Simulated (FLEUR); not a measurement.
# MnO2: parallel and opposed starts

Wanted: the moments of MnO2 and the energy of each order that was tried.

Program: FLEUR MaX-R8.1. Level of theory: PBE with U = 2.4 eV on Mn d; all-electron FLAPW, Dirac cores, scalar-relativistic bands. Results are calculated unless marked as measured.

## Step 1: Set-up

The structure is orthorhombic, space group Pnnm (No. 58). Conventional cell: a = 4.331 Å, b = 4.462 Å, c = 2.862 Å, α = 90.00°, β = 90.00°, γ = 90.00°. Mn has 6 O at 1.88 to 1.90 Å nearest. O has 3 Mn at 1.88 to 1.90 Å nearest. Farther neighbours and most contacts between anions are not listed.

Structure file:

```
Mn O
1.0
     4.33058    0.00000    0.00000
     0.00000    4.46231    0.00000
     0.00000    0.00000    2.86248
Mn O
2 4
Direct
  0.00000 0.00000 0.00000
  0.50000 0.50000 0.50000
  0.78601 0.17704 0.50000
  0.71399 0.67704 0.00000
  0.28601 0.32296 0.00000
  0.21399 0.82296 0.50000
```

The cell comes from a database of computed structures and need not be the stable phase.

## Step 2: Order 1, typed as ferro ++

The parallel start comes first: it shows whether parallel moments hold. The U counters the self-interaction that shrinks the moments of a localised shell.

inpgen writes inp.xml from crystal.txt; cutoffs, mixing, functional, smearing and local orbitals are then set in the file. The k list default-1 (kpts.xml, not shown) is a Γ-centred 8×8×8 mesh; where the ranks do not divide the number of points, some are split in two of half the weight.

Contents of inp.xml:

```
<?xml version="1.0" encoding="UTF-8" standalone="no"?>
<fleurInput fleurInputVersion="0.39">
   <comment>
      MnO2
   </comment>
   <calculationSetup>
      <cutoffs Kmax="4.4" Gmax="13.2" GmaxXC="13.2" numbands="0"/>
      <scfLoop itmax="130" minDistance="0.0001" maxIterBroyd="15" imix="Anderson" alpha="0.05" precondParam="0.0" spinf="2.0" sdNocoIR="T"/>
      <coreElectrons ctail="T" frcor="F" kcrel="0" coretail_lmax="0"/>
      <xcFunctional name="pbe" relativisticCorrections="F"/>
      <magnetism jspins="2"/>
      <soc l_soc="F" theta="0.0" phi="0.0" spav="F"/>
      <expertModes spex="0" secvar="F"/>
      <geometryOptimization l_f="F" forcealpha="1.0" forcemix="BFGS" epsdisp="0.00001" epsforce="0.00001"/>
      <ldaU l_linMix="F" mixParam="0.05" spinf="1.0"/>
   </calculationSetup>
   <cell>
      <bzIntegration valenceElectrons="54.0" mode="hist" fermiSmearingEnergy="0.00110248">
         <kPointListSelection listName="default-1"/>
         <xi:include xmlns:xi="http://www.w3.org/2001/XInclude" href="kpts.xml"> </xi:include>
      </bzIntegration>
      <xi:include xmlns:xi="http://www.w3.org/2001/XInclude" href="sym.xml"> </xi:include>
      <bulkLattice scale="1.0">
         <bravaisMatrix>
            <row-1>    8.1836025450739847     0.0000000000000000     0.0000000000000000</row-1>
            <row-2>    0.0000000000000000     8.4325488286325783     0.0000000000000000</row-2>
            <row-3>    0.0000000000000000     0.0000000000000000     5.4092971900214089</row-3>
         </bravaisMatrix>
      </bulkLattice>
   </cell>
   <atomSpecies>
      <species name="Manganese 4.500" element="Mn" atomicNumber="25">
         <mtSphere radius="2.21" gridPoints="731" logIncrement="0.017"/>
         <atomicCutoffs lmax="8" lnonsphr="6"/>
         <electronConfig flipSpins="F">
            <coreConfig>(1s1/2) (2s1/2) (2p1/2) (2p3/2)</coreConfig>
            <valenceConfig>(3s1/2) (3p1/2) (3p3/2) (4s1/2) (3d3/2) (3d5/2)</valenceConfig>
            <stateOccupation state="(3d3/2)" spinUp="1.75" spinDown="0.25"/>
            <stateOccupation state="(3d5/2)" spinUp="3.0" spinDown="0.0"/>
         </electronConfig>
         <energyParameters s="4" p="4" d="3" f="4"/>
         <ldaU l="2" U="2.4" J="0.0" l_amf="F"/>
         <lo type="SCLO" l="0" n="3" eDeriv="0"/>
         <lo type="SCLO" l="1" n="3" eDeriv="0"/>
      </species>
      <species name="Oxygen (O)" element="O" atomicNumber="8">
         <mtSphere radius="1.25" gridPoints="415" logIncrement="0.025"/>
         <atomicCutoffs lmax="6" lnonsphr="4"/>
         <electronConfig flipSpins="F">
            <coreConfig>(1s1/2)</coreConfig>
            <valenceConfig>(2s1/2) (2p1/2) (2p3/2)</valenceConfig>
            <stateOccupation state="(2p1/2)" spinUp="0.666667" spinDown="0.666667"/>
            <stateOccupation state="(2p3/2)" spinUp="1.333333" spinDown="1.333333"/>
         </electronConfig>
         <energyParameters s="2" p="2" d="3" f="4"/>
      </species>
   </atomSpecies>
   <atomGroups>
      <atomGroup species="Manganese 4.500">
         <relPos label="                   1">.0000000000 .0000000000 .0000000000</relPos>
         <relPos label="                   2">1.000/2.000 1.000/2.000 1.000/2.000</relPos>
         <force calculate="T" relaxXYZ="TTT"/>
      </atomGroup>
      <atomGroup species="Oxygen (O)">
         <relPos label="                   3">-.2139923600 .1770373300 1.000/2.000</relPos>
         <relPos label="                   4">-.2860076400 -.3229626700 .0000000000</relPos>
         <relPos label="                   5">.2860076400 .3229626700 .0000000000</relPos>
         <relPos label="                   6">.2139923600 -.1770373300 1.000/2.000</relPos>
         <force calculate="T" relaxXYZ="TTT"/>
      </atomGroup>
   </atomGroups>
   <output dos="F" band="F" slice="F">
      <bandDOS minEnergy="-.5*Htr" maxEnergy="0.5*Htr" sigma="0.015" storeEVData="T"/>
      <plotting iplot="0" polar="F">
         <plot TwoD="T" vec1="  1.0  0.0  0.0" vec2="  0.0  1.0  0.0" vec3="  0.0  0.0  1.0" zero="  0.0  0.0  0.0" file="plot"/>
      </plotting>
      <moessbauerParams electricFieldGradient="F" isomerShift="F" coreHyperfine="F" valenceHyperfine="F"/>
   </output>
</fleurInput>
```

Contents of crystal.txt:

```
MnO2
&input film=F cartesian=F /
4.33057597000  0.00000000000  0.00000000000
0.00000000000  4.46231267000  0.00000000000
0.00000000000  0.00000000000  2.86247680000
1.8897261246
1.0 1.0 1.0

6
25 0.00000000000  0.00000000000  0.00000000000 : 4.500
25 0.50000000000  0.50000000000  0.50000000000 : 4.500
8 0.78600764000  0.17703733000  0.50000000000
8 0.71399236000  0.67703733000  0.00000000000
8 0.28600764000  0.32296267000  0.00000000000
8 0.21399236000  0.82296267000  0.50000000000

&kpt div1=8 div2=8 div3=8 gamma=T /
```

Started as:

```sh
> OMP_NUM_THREADS=1 inpgen -f crystal.txt > inpgen.log  # inp.xml is then edited as shown
> OMP_NUM_THREADS=1 mpirun -n 4 fleur_MPI > fleur.log
```

The log of the run:

```text
Welcome to FLEUR        (www.flapw.de)
      MaX-Release 8.1          (www.max-centre.eu)

 ========== k-point set info ==========
 Selected k-point list: default-1
 k-point list type: mesh
 0 x 0 x 0
 Number of k points: 128

 ------------Calculation Setup---------------------------
 Number of MPI-tasks      :            4
 Number of PE/node        :            4
 Number of OMP-threads    :            1
 k-points in parallel     :            4
 pe's per k-point         :            1
 No of k-point loops      :           32
 Eigenvalue solver        :       lapack
 Number of basis functions:          588
 Approximate size of matrices (H+S) per k-point:         0.005 GB
 --------------------------------------------------------
 no density matrix found ... skipping LDA+U
 Reset of history
 Iteration:     1   Distance:      43.40582412 me/bohr^3
 Iteration:     2   Distance:      37.93735420 me/bohr^3
 Iteration:     3   Distance:      31.27149080 me/bohr^3
 Iteration:     4   Distance:      17.36641092 me/bohr^3
 Iteration:     5   Distance:      16.30594167 me/bohr^3
 Iteration:     6   Distance:       8.06211884 me/bohr^3
 Iteration:     7   Distance:       6.29507029 me/bohr^3
 Iteration:     8   Distance:       3.28510960 me/bohr^3
 Iteration:     9   Distance:       2.44018501 me/bohr^3
 Iteration:    10   Distance:       1.21724062 me/bohr^3
 Iteration:    11   Distance:       0.96882025 me/bohr^3
 Iteration:    12   Distance:       0.38955941 me/bohr^3
 Iteration:    13   Distance:       0.34204441 me/bohr^3
 Iteration:    14   Distance:       0.14914105 me/bohr^3
 Iteration:    15   Distance:       0.06513143 me/bohr^3
 Iteration:    16   Distance:       0.01068986 me/bohr^3
 Iteration:    17   Distance:       0.01021357 me/bohr^3
 Iteration:    18   Distance:       0.00825179 me/bohr^3
 Iteration:    19   Distance:       0.00392512 me/bohr^3
 Iteration:    20   Distance:       0.00151740 me/bohr^3
 Iteration:    21   Distance:       0.00123193 me/bohr^3
 Iteration:    22   Distance:       0.00049843 me/bohr^3
 Iteration:    23   Distance:       0.00015593 me/bohr^3
 Iteration:    24   Distance:       0.00005654 me/bohr^3

 ********************************************************************
 Run finished successfully
 Stop message:
   all done
 ********************************************************************

--- out.xml (last complete iteration) ---
<iteration numberForCurrentRun="   24" overallNumber="   24">
         [... left out ...]
         <bandgap value="0.1644912023" units="eV"/>
         <sumValenceSingleParticleEnergies value="-28.7853791600" units="Htr"/>
         <FermiEnergy value="0.2612699883" units="Htr"/>
         <valenceDensity>
            <mtCharges spin="1">
               <mtCharge atomType="1" total="8.2230372" s="1.1571713" p="3.2213980" d="3.7577340" f="0.0637354"/>
               <mtCharge atomType="2" total="1.9632575" s="0.6133994" p="1.3466214" d="0.0027890" f="0.0003805"/>
            </mtCharges>
            <mtCharges spin="2">
               <mtCharge atomType="1" total="5.3555165" s="1.1381828" p="3.2016922" d="0.9293288" f="0.0620799"/>
               <mtCharge atomType="2" total="1.9430613" s="0.6130426" p="1.3283367" d="0.0014260" f="0.0002207"/>
            </mtCharges>
            <spinDependentCharge spin="1" total="30.0000581" interstitial="5.7009537" mtSpheres="24.2991044"/>
            <spinDependentCharge spin="2" total="23.9999419" interstitial="5.5166635" mtSpheres="18.4832785"/>
            <totalCharge value="54.0000000000"/>
         </valenceDensity>
         [... left out ...]
         <allElectronCharges>
            <spinDependentCharge spin="1" total="44.0000581" interstitial="5.7009682" mtSpheres="38.2990899"/>
            <spinDependentCharge spin="2" total="37.9999419" interstitial="5.5166780" mtSpheres="32.4832639"/>
            <totalCharge value="81.9999999944"/>
         </allElectronCharges>
         <magneticMomentsInMTSpheres units="muBohr">
            <globalMagMoment atomType="1" vec="0.00000   0.00000   2.86752"/>
            <localMagMoment atomType="1" vec="0.00000   0.00000   2.86752"/>
            <globalMagMoment atomType="2" vec="0.00000   0.00000   0.02020"/>
            <localMagMoment atomType="2" vec="0.00000   0.00000   0.02020"/>
         </magneticMomentsInMTSpheres>
         <moessbauerParams unitsHFF="kG" unitsIS="e/bohr^3" unitsEFG="Htr/bohr^2">
         </moessbauerParams>
         <totalEnergy value="    -2618.1554115596" units="Htr">
            <sumOfEigenvalues value="    -1498.7797065990">
               <coreElectrons value="-1469.9943274390"/>
               <valenceElectrons value="-28.7853791600"/>
            </sumOfEigenvalues>
            <densityCoulombPotentialIntegral value="-3965.4565053243"/>
            <densityEffectivePotentialIntegral value="-4145.0292864848"/>
            <chargeDenXCDenIntegral value="-138.6896897764"/>
            <FockExchangeEnergyValence value="0.0000000000"/>
            <FockExchangeEnergyCore value="0.0000000000"/>
            <atomTypeDependentContributions atomType="1">
               <electronNucleiInteractionDifferentMTs value="2757.8125121953"/>
               <MadelungTerm value="-20.8375342132"/>
            </atomTypeDependentContributions>
            <atomTypeDependentContributions atomType="2">
               <electronNucleiInteractionDifferentMTs value="337.9487038619"/>
               <MadelungTerm value="-26.6814830907"/>
            </atomTypeDependentContributions>
            <dftUCorrection value="-0.2931843542"/>
            <tkbTimesEntropy value="0.0000030307"/>
            <freeEnergy value="-2618.1554145903"/>
            <extrapolationTo0K value="-2618.1554130749"/>
         </totalEnergy>
         <ldaUDensityMatrix>
            <densityMatrixFor spin="1" atomType="1" uIndex="1" l="2" U="2.40000000" J="0.00000000">
               (+0.77131,+0.00000) (+0.00000,+0.00000) (-0.01409,+0.14474) (+0.00000,+0.00000) (+0.18008,+0.03081)
               (+0.00000,+0.00000) (+0.70104,+0.00000) (+0.00000,+0.00000) (+0.01372,-0.24160) (+0.00000,+0.00000)
               (-0.01409,-0.14474) (+0.00000,+0.00000) (+0.81303,+0.00000) (+0.00000,+0.00000) (-0.01409,+0.14474)
               (+0.00000,+0.00000) (+0.01372,+0.24160) (+0.00000,+0.00000) (+0.70104,+0.00000) (+0.00000,+0.00000)
               (+0.18008,-0.03081) (+0.00000,+0.00000) (-0.01409,-0.14474) (+0.00000,+0.00000) (+0.77131,+0.00000)
            </densityMatrixFor>
            <densityMatrixFor spin="2" atomType="1" uIndex="1" l="2" U="2.40000000" J="0.00000000">
               (+0.17716,+0.00000) (+0.00000,+0.00000) (+0.00518,-0.06825) (+0.00000,+0.00000) (-0.04820,-0.01178)
               (+0.00000,+0.00000) (+0.22006,+0.00000) (+0.00000,+0.00000) (-0.00953,+0.10058) (+0.00000,+0.00000)
               (+0.00518,+0.06825) (+0.00000,+0.00000) (+0.13488,+0.00000) (+0.00000,+0.00000) (+0.00518,-0.06825)
               (+0.00000,+0.00000) (-0.00953,-0.10058) (+0.00000,+0.00000) (+0.22006,+0.00000) (+0.00000,+0.00000)
               (-0.04820,+0.01178) (+0.00000,+0.00000) (+0.00518,+0.06825) (+0.00000,+0.00000) (+0.17716,+0.00000)
            </densityMatrixFor>
         </ldaUDensityMatrix>
         <ldaUDensityMatrixConvergence>
            <distance spin="1" distance="0.000003"/>
            <distance spin="2" distance="0.000001"/>
         </ldaUDensityMatrixConvergence>
         <densityConvergence units="me/bohr^3">
            <chargeDensity spin="1" distance="0.0000489264"/>
            <chargeDensity spin="2" distance="0.0000214901"/>
            <overallChargeDensity distance="0.0000501489"/>
            <spinDensity distance="0.0000565359"/>
         </densityConvergence>
      </iteration>
```

It took 1.8 min on 4 MPI ranks of Intel Xeon 6975P-C (Granite Rapids), shared host; peak memory 0.35 GiB.

Spin moment in the muffin-tin sphere by atom:

```tsv
atom	spin moment in the muffin-tin sphere (μB)
Mn1	2.87
Mn2	2.87
O3	0.02
O4	0.02
O5	0.02
O6	0.02
```

This step gave:

| Quantity | Value |
| --- | --- |
| free energy | -71243.6382 eV |
| program's band gap on this mesh (in a metal only a level spacing) | 0.1645 eV |
| magnetization | 6.000 μB |
| final state | ferromagnetic |

After 24 cycles the largest moment stands at 2.87 μB.

(Part 1 of 3 ends here.)

[Logs and program files are shortened in this print: banners, set-up blocks, solver, clock and traceback lines can be left out without a mark of their own.]

[Logs are printed without paths, hosts, clocks, repeated set-up lines and the standing remarks that a program may print on its own settings, such as how far it seeks lower states.]

[Hosts, paths, dates, database ids (printed as entryN), source tags and the programs' standing remarks are cut or masked in the printed files.]

[Where a cell is said to come from a database of computed structures, the database is the Materials Project.]
